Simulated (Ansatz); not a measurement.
# G0W0 on several functionals: Ta2O5 (Pmmm)

How much of the starting functional survives in the G0W0 gap of Ta2O5 (Pmmm)?

Program: Ansatz 0.2.0. Level of theory: G0W0 on several functionals, plane waves, PAW. Results are calculated unless marked as measured.

In doubt: masses and optical values from hybrid runs of this build are listed as unsure (steps 3, 4), which bears on the screening that GW takes from such a start.

## 1. Set-up

Symmetry: Pmmm, No. 47, orthorhombic system. The conventional cell has a = 3.677 Å, b = 3.897 Å, c = 6.217 Å, α = 90.00°, β = 90.00°, γ = 90.00°. Nearest to Ta lie 6 O at 1.95 to 2.16 Å. Nearest to Ta lie 6 O at 1.84 to 1.98 Å. Nearest to O lie 3 Ta at 1.98 to 2.16 Å. Nearest to O lie 2 Ta at 1.95 Å. Nearest to O lie 2 Ta at 1.84 Å. O has 2 Ta at 1.95 Å nearest. Farther neighbours and most contacts between anions are not listed.

The cell and positions come from the Crystallography Open Database and are kept as given unless a step says otherwise. Spin-orbit coupling is left out unless a step names it. The default PAW set here is soft_2. Its files were made with PBE.

## 2. G0W0 on PBE

G0W0 replaces the xc potential by the self-energy, built once from these orbitals. Only a window of levels is corrected, while the sums run over the empty bands that the input names.

This step: G0W0 on PBE, plane waves, PAW.

Contents of input.yaml:

```yaml
crystal:
  lattice:
    - [3.677, 0.0, 0.0]
    - [0.0, 3.897, 0.0]
    - [0.0, 0.0, 6.217]
  atoms:
    - { symbol: Ta, position: [0.5, 0.0, 0.5] }
    - { symbol: Ta, position: [0.0, 0.0, 0.0] }
    - { symbol: O, position: [0.0, 0.0, 0.319] }
    - { symbol: O, position: [0.0, 0.0, 0.681] }
    - { symbol: O, position: [0.5, 0.5, 0.5] }
    - { symbol: O, position: [0.5, 0.0, 0.0] }
    - { symbol: O, position: [0.0, 0.5, 0.0] }
kpoints:
  mp_grid: { grid: [4, 4, 4] }
hamiltonian:
  xc: pbe
scf:
  occupations: { method: fixed }
gw:
  n_empty_bands: 572
  ecut_chi: 200.0
  qp_bands: [v2, c2]
  qp_kpoints: band_edges
  screening: { model: contour_deformation }
```

The run is started by

```
$ ansatz run input.yaml --threads 3 --pin off --max-ram 64512MiB --backend cuda --events-out ev --progress --plain --runs-dir out --devices 1 --max-vram 24GiB  # rebuilt from the run's record
```

Numbers of over 12 decimals in the logs are rounded to 6 here.

What it wrote:

```text
GPUs: using 1 of 1 available (devices: 1).
Engine: ansatz 0.2.0, x86_64-unknown-linux-gnu
Pseudopotentials: kind: paw
Pseudopotential: Ta, paw, valence charge 13, recommended cutoff 420 eV (normal), Ta.paw.azcp
Pseudopotential: O, paw, valence charge 6, recommended cutoff 420 eV (normal), O.paw.azcp
Functional definition: PBE
  parameter kappa = 0.804
  parameter beta = 0.066725
  exchange = pbe_x(kappa = kappa, mu = beta*pi^2/3)
  correlation = pbe_c(beta = beta)
device memory: the entry about to start is reckoned to put 1.2 GiB on a device that reports 57.2 GiB free (of which the cap on the GPU budget leaves the run 24.0 GiB)
GPU FFT provider: cuFFT
GPU libraries: cuBLAS 13.8.2, cuFFT 12.4.0, cuSOLVER 12.3.4
Crystal: 7 atoms, lattice volume = 89.085 Å³
Basis set: ecut = 420 eV, 1749 PW (Γ)
Bands: 35, of which v1, the nominal top of the filled ones, is band 28 counted from 1 (27 counted from 0)
Symmetry: 8 space group operations
Space group: Pmmm (ITA 47), of the structure as read, at distance tolerance 4.5e-5 Å
k-points: 27 of 64
Non-local potential: Ta, projectors of the file, l = 0: 3, l = 1: 2, l = 2: 2, l = 3: 1
Non-local potential: O, projectors of the file, l = 0: 2, l = 1: 2, l = 2: 1
PAW form: soft (Blöchl's): semilocal exchange-correlation on the pseudo side does not see the compensation charge
PAW one-centre angular grid: Ta, 590 points (default); XC on 64 Gauss nodes
PAW one-centre angular grid: O, 110 points (default); XC on 64 Gauss nodes
Initial density: superposition of atomic densities (neutral atoms: chi_scale 0, normalization atom), corrected by the library's trained network
Initial wavefunctions: pseudopotential atomic-orbital guess
GPU buffer pool allocated for 30375 grid points (all kernels)
GPU transforms: local potential and band sums: pruned to the plane-wave sphere, on 25×27×45
Functional: x = pbe(κ = 0.804, μ = 0.219515), c = pbe(β = 0.066725)
SCF iter   1: F=—  HF=-22706.716615 eV  |F-HF|=—  |Δ(HF+E_count)|=         —  Δρ=8.38e-3  dr2=7.73e-2  ethr=1.77e-3  ⟨swp⟩=4.6  Hψ=3578  notcnv=0  defer=124
preconditioner: auto → Resta (q_TF=auto, 2.525 Å⁻¹)  ε∞=6.2  [insulator: Δε(μ)=0.537 eV  Ē_g=10.895 eV  n_scr=20 (ndim 8)  ℏωp=24.9 eV  f_vac=0.093  ε∞_Penn≈6.2]
SCF iter   2: F=—  HF=-22706.702765 eV  |F-HF|=—  |Δ(HF+E_count)|=   1.38e-2  Δρ=4.17e-3  dr2=1.34e-2  ethr=1.38e-4  ⟨swp⟩=2.1  Hψ=1513  notcnv=0  defer=135
SCF iter   3: F=—  HF=-22706.701057 eV  |F-HF|=—  |Δ(HF+E_count)|=   1.71e-3  Δρ=2.06e-3  dr2=4.78e-3  ethr=2.39e-5  ⟨swp⟩=2.0  Hψ=1302  notcnv=0  defer=135
SCF iter   4: F=—  HF=-22706.700506 eV  |F-HF|=—  |Δ(HF+E_count)|=   5.51e-4  Δρ=4.84e-4  dr2=2.55e-4  ethr=8.54e-6  ⟨swp⟩=2.9  Hψ=1333  notcnv=0  defer=135
SCF iter   5: F=—  HF=-22706.700562 eV  |F-HF|=—  |Δ(HF+E_count)|=   5.54e-5  Δρ=4.37e-4  dr2=1.44e-4  ethr=4.56e-7  ⟨swp⟩=2.0  Hψ=1587  notcnv=0  defer=124
SCF iter   6: F=—  HF=-22706.700546 eV  |F-HF|=—  |Δ(HF+E_count)|=   1.61e-5  Δρ=9.45e-5  dr2=7.30e-6  ethr=2.56e-7  ⟨swp⟩=2.0  Hψ=1343  notcnv=0  defer=81
SCF iter   7: F=—  HF=-22706.700552 eV  |F-HF|=—  |Δ(HF+E_count)|=   6.74e-6  Δρ=7.16e-5  dr2=3.80e-6  ethr=1.30e-8  ⟨swp⟩=2.0  Hψ=1445  notcnv=0  defer=81
SCF iter   8: F=—  HF=-22706.700552 eV  |F-HF|=—  |Δ(HF+E_count)|=   3.32e-7  Δρ=1.43e-5  dr2=1.56e-7  ethr=6.78e-9  ⟨swp⟩=2.0  Hψ=1352  notcnv=0  defer=81
SCF iter   9: F=-22706.700552 eV  HF=-22706.700552 eV  |F-HF|=1.69e-8  |Δ(HF+E_count)|=   2.07e-7  Δρ=3.67e-6  dr2=1.42e-8  ethr=1.79e-10  ⟨swp⟩=8.7  Hψ=2802  notcnv=0
SCF 1 converged in 9 iterations: F = -22706.700552 eV  dr2 = 1.42e-8
  greatest PAW one-centre occupation: 0.999 electrons in one spin orbital (limit 2), on the Ta atom at site 1 (counted from 0), in its partial waves of l = 0
device memory: the entry about to start is reckoned to put 1.2 GiB (of the 1.3 GiB reckoned in all, the device holds 0.1 GiB already) on a device that reports 57.1 GiB free (of which the cap on the GPU budget leaves the run 23.9 GiB)
NSCF: frozen V_eff on 27 k-points, pencils in batches of 32, up to order 140
the band table was solved once the SCF had ended and its energy, with any forces and stress, was formed, with the checks that follow a solve (3833 applications of the Hamiltonian). They found nothing against the state; the energy, forces and stress were not computed again (output.eigenvalues in the input reference)
device memory: the entry about to start is reckoned to put 4.9 GiB on a device that reports 57.2 GiB free (of which the cap on the GPU budget leaves the run 24.0 GiB)
NSCF: frozen V_eff on 27 k-points
G₀W₀ screening: q 1/27
[... further progress lines ...]
SCF converged after 9 iterations
Free energy (F): -22706.700552 eV
Harris-Foulkes:  -22706.700552 eV  (|F-HF|=1.69e-8)
Internal energy: -22706.700552 eV  (E = F + TS)
E sigma→0 (E₀):  -22706.700552 eV
Fermi energy:    9.269256 eV
--- Per-component energies (eV) ---
  E_band       = -474.509120
  E_kinetic    = 1603.663600
  E_local      = -3738.937922  (includes V_loc(G=0)·N_el)
  E_nonlocal   = 268.499908
  E_hartree    = 1336.486660
  E_xc         = -803.196276
  E_vxc        = -875.089871  (∫ρ·V_xc dr)
  E_paw        = -17584.759772  (= ΣΔE_a)
  E_vpaw       = -405.633645  (= ΣTr[D̂ρ^β])
  E_aug_tail   = 0.012638  (compensation charges beyond the density's cutoff)
  E_ewald      = -3788.469389
  E_smearing   = -0.000000  (= −TS)
  E_closure    = -0.000000  (closes the sum)
  Σ components = -22706.700552   (vs F -22706.700552, Δ=0.00e0)
--- Band table (eV; the first three rows and the last of 27) ---
  k-point 0: bands = [... 24 lower, 7.6733, 8.3569, 8.4412, 8.6319, 9.6019, 10.0209, 10.3781, 11.4622, ... 3 higher]
  k-point 1: bands = [... 24 lower, 7.2615, 8.1055, 8.4277, 8.6300, 10.0288, 10.0476, 10.5153, 11.6566, ... 3 higher]
  k-point 2: bands = [... 24 lower, 7.2158, 8.0109, 8.4155, 8.6278, 10.0368, 10.4916, 10.6709, 11.6430, ... 3 higher]
  k-point 26: bands = [... 24 lower, 6.0450, 6.6850, 8.3409, 9.2693, 10.1590, 12.4002, 12.5805, 13.3917, ... 3 higher]
--- G₀W₀: contour deformation, 9 samples at zero and on the imaginary axis and 1 off it, 64 q-points, 572 empty bands' worth ---
  eigenvalues of the whole cell's RPA ε∞ on this k-mesh (on a slab, of 1 + 4πα/V) = 5.5410, 6.7940, 9.7657; static W/v taken at q = 0 is 0.123380
  gw.qp_kpoints: band_edges: 13 of 27 stored k-points solved, in 1 pass; an edge of the gap read off the rows below is read off those points alone
    valence top: of the k-points left out ik 17 came nearest to being solved in a further pass, in band 28 (counted from 1, as in the quasiparticle table): it holds the edge there only if its correction is more favourable than any solved in that band by at least 0.535 eV; those differ by 0.210 eV
    conduction bottom: of the k-points left out ik 1 came nearest to being solved in a further pass, in band 30 (counted from 1, as in the quasiparticle table): it holds the edge there only if its correction is more favourable than any solved in that band by at least 0.614 eV; those differ by 0.217 eV
    ik  band        ε_KS         Σx   Σc(E_QP)       V_xc       Z   E_QP_lin       E_QP  E_QP is
     0    27      8.4412   -27.8673     4.5351   -22.6407  0.7204     7.7399     7.7498  root
     0    28      8.6319   -26.2729     4.7343   -20.9385  0.6901     8.0201     8.0319  root
     0    29      9.6019   -11.3188    -5.2785   -16.9943  0.7471     9.9744     9.9991  root
     0    30     10.0209   -13.4450    -4.9512   -18.8506  0.7579    10.4642    10.4753  root
     3    27      7.8384   -27.0181     4.3892   -22.0787  0.7151     7.2938     7.2882  root
     3    28      8.2610   -25.3774     4.3895   -20.4372  0.6928     7.7148     7.7103  root
     3    29      9.7441   -11.3356    -5.3703   -17.1070  0.7427    10.1232    10.1452  root
     3    30     11.4893   -13.4474    -5.1623   -19.1851  0.7710    12.0594    12.0647  root
     6    27      7.8749   -27.3396     4.3574   -22.4334  0.7212     7.3314     7.3261  root
     6    28      8.4526   -25.9176     4.5789   -20.8214  0.6965     7.9361     7.9354  root
     6    29      9.8392   -11.3528    -5.4907   -17.2529  0.7378    10.2302    10.2487  root
     6    30     11.5168   -13.4791    -5.1821   -19.2421  0.7704    12.0914    12.0977  root
     9    27      8.1567   -27.7492     4.4997   -22.5274  0.7175     7.4172     7.4345  root
     9    28      8.3013   -25.3348     4.3780   -20.3805  0.6956     7.7256     7.7250  root
     9    29      9.9385   -12.6893    -5.3560   -18.4728  0.7298    10.3537    10.3661  root
     9    30      9.9549   -13.7186    -4.7698   -18.9172  0.7426    10.3692    10.3837  root
    15    27      8.4291   -25.8176     4.5746   -20.7134  0.6949     7.9010     7.8996  root
    15    28      8.6927   -26.0202     4.7316   -20.7090  0.6856     8.1091     8.1131  root
    15    29     10.0310   -12.4797    -5.5667   -18.4833  0.7282    10.4586    10.4680  root
    15    30     12.7397   -15.3796    -5.7326   -21.6769  0.6864    13.3071    13.3044  root
    18    27      8.0627   -27.8863     4.5873   -22.5562  0.7179     7.2982     7.3199  root
    18    28      8.1184   -24.6056     4.4201   -19.5773  0.6821     7.5143     7.5101  root
    18    29      9.4590   -12.9108    -4.7979   -18.1118  0.7542     9.8394     9.8621  root
    18    30      9.5801   -12.2854    -5.4900   -18.2121  0.7384    10.0053    10.0169  root
[...]
25    27      8.3718   -25.8770     4.5818   -20.7749  0.6940     7.8525     7.8515  root
    25    28      9.2690   -26.5029     4.6997   -21.2524  0.6990     8.7152     8.7181  root
    25    29      9.9029   -12.5744    -5.7141   -18.7456  0.7264    10.3516    10.3599  root
    25    30     12.4825   -16.0663    -5.1767   -21.8835  0.7363    13.1243    13.1230  root
    26    27      8.3409   -25.9969     4.5954   -20.8945  0.6944     7.8362     7.8340  root
    26    28      9.2693   -26.5051     4.7011   -21.2532  0.6989     8.7155     8.7184  root
    26    29     10.1590   -12.8318    -5.8685   -19.1649  0.7154    10.6176    10.6235  root
    26    30     12.4002   -15.9862    -5.2558   -21.8876  0.7371    13.0461    13.0457  root
```

The job ended after 34 s (1 × NVIDIA H100 80GB HBM3 (shared by 3 runs) with 3 threads of AMD EPYC 7R13 (Zen 3), shared host; peak memory 3.1 GiB).

The column dr2 measures how far the density is from self-consistency, as an energy; F and HF (Harris–Foulkes) agree once it is small.

Numbers from this step:

| Property | Result |
| --- | --- |
| bands summed | 600 |
| RPA ε∞ on this mesh (eigenvalues) | 5.541, 6.794, 9.766 |
| plane waves in the screening matrix | 575 |
| q-points in the mesh | 64 |
| G0W0 gap on the mesh | 1.144 eV |
| k of the valence top | -0.5, -0.5, -0.5 |
| k of the conduction bottom | -0.5, 0, 0 |
| starting gap on the mesh | 0.1898 eV |
| Z at the valence top | 0.6989 |
| Z at the conduction bottom | 0.7542 |
| least direct G0W0 gap on the computed points | 1.361 eV |

The gap on the mesh goes from 0.19 eV to 1.14 eV, a correction of +0.95 eV. Between the two edge states, bare exchange in place of the xc potential would open the gap by 10.45 eV, and correlation takes back 9.50 eV.

## 3. G0W0 on HSE06

The same correction from a different start measures what one shot leaves open.

This step: G0W0 on HSE06, plane waves, PAW.

Edit input.yaml of step 2 so:

```diff
@@ -16,3 +16,3 @@
 hamiltonian:
-  xc: pbe
+  xc: hse06
 scf:
```

What it wrote:

```text
GPUs: using 1 of 1 available (devices: 1).
[...]
davidson cushion auto → on  (no smearing: the cushion is to keep the highest requested band from converging to the state above it; pin scf.eigensolver.cushion to override)
[...]
GPU FFT provider: cuFFT
GPU libraries: cuBLAS 13.8.2, cuFFT 12.4.0, cuSOLVER 12.3.4
Crystal: 7 atoms, lattice volume = 89.085 Å³
Basis set: ecut = 420 eV, 1749 PW (Γ)
Bands: 35, of which v1, the nominal top of the filled ones, is band 28 counted from 1 (27 counted from 0)
[... 1 set-up line as in the run before ...]
[...]
k-points: 27 of 64
[...]
GPU buffer pool allocated for 30375 grid points (all kernels)
[...]
SCF iter   1: F=—  HF=-22706.724901 eV  |F-HF|=—  |Δ(HF+E_count)|=         —  Δρ=1.15e-2  dr2=1.59e-1  ethr=1.77e-3  ⟨swp⟩=6.7  Hψ=4261  notcnv=0
[...]
SCF iter   7: F=-22706.690387 eV  HF=-22706.690387 eV  |F-HF|=1.60e-7  |Δ(HF+E_count)|=   1.27e-6  Δρ=5.39e-5  dr2=1.47e-6  ethr=2.89e-8  ⟨swp⟩=3.0  Hψ=2200  notcnv=0
SCF 1 stopped early in 7 iterations: F = -22706.690387 eV  dr2 = 1.47e-6
[...]
GPU FFT provider: cuFFT
GPU libraries: cuBLAS 13.8.2, cuFFT 12.4.0, cuSOLVER 12.3.4
[...]
GPU buffer pool allocated for 30375 grid points (all kernels)
[...]
Free energy (F): -22706.835179 eV
Frozen-core exchange: fock
[...]
Internal energy: -22706.835179 eV  (E = F + TS)
E sigma→0 (E₀):  -22706.835179 eV
Fermi energy:    8.272437 eV
[...]
--- Band table (eV; the first three rows and the last of 27) ---
  k-point 0: bands = [... 24 lower, 6.6035, 7.3714, 7.3783, 7.5885, 9.9558, 10.2489, 10.6273]
  k-point 1: bands = [... 24 lower, 6.0175, 7.1255, 7.3682, 7.5862, 10.2576, 10.4103, 10.7488]
  k-point 2: bands = [... 24 lower, 5.9466, 7.0252, 7.3585, 7.5838, 10.2663, 10.8820, 10.8866]
  k-point 26: bands = [... 24 lower, 4.8807, 5.4530, 7.3033, 8.2724, 10.5985, 12.7325, 13.0838]
  guard bands above this table: 4 of the run's 35 bands. The solve was not asked for them (output.publish_guard_bands: true or output.eigenvalues: true publishes all)
[...]
0    27      7.3783   -27.9069     4.0040   -23.8359  0.7756     7.3112     7.3113  root
     0    28      7.5885   -26.2305     4.1907   -22.0164  0.7567     7.5651     7.5651  root
     0    29      9.9558   -10.8833    -4.9929   -16.0078  0.8005    10.0876    10.0874  root
     0    30     10.2489   -13.0364    -4.7595   -18.0723  0.8060    10.5261    10.5253  root
     3    27      6.7585   -27.0904     3.9385   -23.2112  0.7685     6.8178     6.8179  root
     3    28      7.2544   -25.4490     3.9604   -21.4985  0.7563     7.2642     7.2642  root
     3    29     10.1183   -10.8633    -5.0774   -16.0677  0.7971    10.2455    10.2453  root
     3    30     11.9059   -14.4862    -4.7703   -19.6020  0.7812    12.2531    12.2513  root
[...]
26    27      7.3033   -26.0171     4.1158   -21.9750  0.7533     7.3769     7.3770  root
    26    28      8.2724   -26.5523     4.1919   -22.4029  0.7599     8.3149     8.3149  root
    26    29     10.5985   -12.3997    -5.5022   -18.0808  0.7799    10.7779    10.7774  root
    26    30     12.7325   -15.7590    -4.8918   -21.0671  0.7914    13.1511    13.1487  root
```

Run time: 1.8 min. Hardware: 1 × NVIDIA H100 80GB HBM3 (shared by 3 runs) with 3 threads; peak memory 3.3 GiB; 2.4 min of CPU time.

This step gave:

- bands summed: 600
- RPA ε∞ on this mesh (eigenvalues): 3.883, 4.821, 5.823
- plane waves in the screening matrix: 575
- q-points in the mesh: 64
- G0W0 gap on the mesh: 1.556 eV
- k of the valence top: -0.5, -0.5, -0.5
- k of the conduction bottom: -0.5, 0, 0
- starting gap on the mesh: 1.367 eV
- Z at the valence top: 0.7599
- Z at the conduction bottom: 0.8048
- least direct G0W0 gap on the computed points: 1.875 eV

Against the run with 4×4×4 mesh, 572 empty bands, screening to 200 eV on PBE, the gap moves by +0.41 eV, while the start moved by +1.18 eV.

## 4. G0W0 on PBE0

This step: G0W0 on PBE0, plane waves, PAW.

Edit input.yaml of step 3 so:

```diff
@@ -16,3 +16,3 @@
 hamiltonian:
-  xc: hse06
+  xc: pbe0
 scf:
```

What it wrote:

```text
GPUs: using 1 of 1 available (devices: 1).
[...]
GPU FFT provider: cuFFT
GPU libraries: cuBLAS 13.8.2, cuFFT 12.4.0, cuSOLVER 12.3.4
Crystal: 7 atoms, lattice volume = 89.085 Å³
Basis set: ecut = 420 eV, 1749 PW (Γ)
Bands: 35, of which v1, the nominal top of the filled ones, is band 28 counted from 1 (27 counted from 0)
[... 1 set-up line as in the run before ...]
[...]
k-points: 27 of 64
[...]
3    29     10.4781   -10.8353    -4.9328   -15.6567  0.8117    10.3669    10.3668  root
     3    30     12.2865   -14.4549    -4.6331   -19.1782  0.7972    12.3768    12.3767  root
[...]
26    27      6.9071   -26.0256     3.9639   -22.3893  0.7689     7.2335     7.2348  root
    26    28      7.8792   -26.5583     4.0408   -22.8149  0.7747     8.1756     8.1766  root
    26    29     10.9779   -12.3777    -5.3424   -17.6579  0.7962    10.9157    10.9157  root
    26    30     13.1113   -15.7452    -4.7482   -20.6541  0.8055    13.2724    13.2720  root
[key lines of the parts left out:]
Free energy (F): -22702.502328 eV
Fermi energy:    7.879205 eV
```

Elapsed: 3.6 min, on 1 × NVIDIA H100 80GB HBM3 (shared by 3 runs) with 3 threads; peak memory 3.2 GiB; 4.1 min of CPU time.

This step gave:

* bands summed: 600
* RPA ε∞ on this mesh (eigenvalues): 3.614, 4.460, 5.227
* plane waves in the screening matrix: 575
* G0W0 gap on the mesh: 1.797 eV
* k of the valence top: -0.5, -0.5, -0.5
* k of the conduction bottom: -0.5, 0, 0
* starting gap on the mesh: 2.113 eV
* least direct G0W0 gap on the computed points: 2.140 eV

Against the run with 4×4×4 mesh, 572 empty bands, screening to 200 eV on HSE06, the gap moves by +0.24 eV, while the start moved by +0.75 eV.

## 5. The starts together

All on the 4×4×4 mesh with 572 empty bands and screening to 200 eV. Times are wall times on 1 × NVIDIA H100 80GB HBM3 (shared by 3 runs) with 3 threads of AMD EPYC 7R13 (Zen 3), shared host, good to a factor of about two.

```tsv
start	starting gap (eV)	shift (eV)	G0W0 gap (eV)	RPA ε∞ (harmonic mean)	Z (valence, conduction)	time
PBE	0.19	+0.95	1.14	6.98	0.70, 0.75	34 s
HSE06	1.37	+0.19	1.56	4.71	0.76, 0.80	1.8 min
PBE0	2.11	−0.32	1.80	4.33	0.77, 0.82	3.6 min
```

How the two edges are built up, in eV (the quasiparticle level is the starting level plus Σx plus Σc less Vxc):

```tsv
run	edge	start	Σx	Σc	Vxc	Z	QP
PBE	valence top	9.27	-26.51	4.70	-21.25	0.70	8.72
PBE	conduction bottom	9.46	-12.91	-4.80	-18.11	0.75	9.86
HSE06	valence top	8.27	-26.55	4.19	-22.40	0.76	8.31
HSE06	conduction bottom	9.64	-12.49	-4.62	-17.34	0.80	9.87
PBE0	valence top	7.88	-26.56	4.04	-22.81	0.77	8.18
PBE0	conduction bottom	9.99	-12.46	-4.49	-16.94	0.82	9.97
```

For a hybrid start, Vxc holds its share of exact exchange.

## 6. Outcome

```
G0W0@PBE     : 1.14 eV (start 0.19 eV)
G0W0@HSE06   : 1.56 eV (start 1.37 eV)
G0W0@PBE0    : 1.80 eV (start 2.11 eV)
known limits : not at the basis limit; no spin-orbit coupling; coarse k mesh
```

In words: The starting gaps span 1.92 eV and the G0W0 gaps 0.65 eV. Between PBE and PBE0, 0.65 eV of the 1.92 eV survives, 34 %. On PBE0 the correction is negative: that start lies above its own G0W0 value. The smallest correction, +0.19 eV, is on HSE06, the start nearest to reproducing itself. Bands and cutoff are finite, so the gap is not at the basis limit. The miss can reach some tenths of an eV and take either sign; the mesh is an error of its own. The 4×4×4 mesh is coarse for this cell (its supercell is 15 Å along the shortest edge). The RPA ε∞ on it, from the PBE start, is 5.54, 6.79 and 9.77; such meshes misread the long-range screening, most where the gap is narrow. The program warns that the mesh is coarse for exact exchange, which bears on the hybrid start's gap. The many-body steps are scalar-relativistic: spin-orbit coupling is not in them.

[Paths, hosts, dates, memory and timing lines, banners, echoed tables and standing remarks are left out of the program output.]

[Logs are printed without paths, hosts, clocks, repeated set-up lines and the standing remarks that a program may print on its own settings, such as how far it seeks lower states.]

[Runs of the session that timed out or met a known fault of the program may be left out.]

[Cells called generated may have been cut or substituted from an entry of the Crystallography Open Database or the Materials Project.]

[Hosts, paths, dates, database ids (printed as entryN), source tags and the programs' standing remarks are cut or masked in the printed files.]
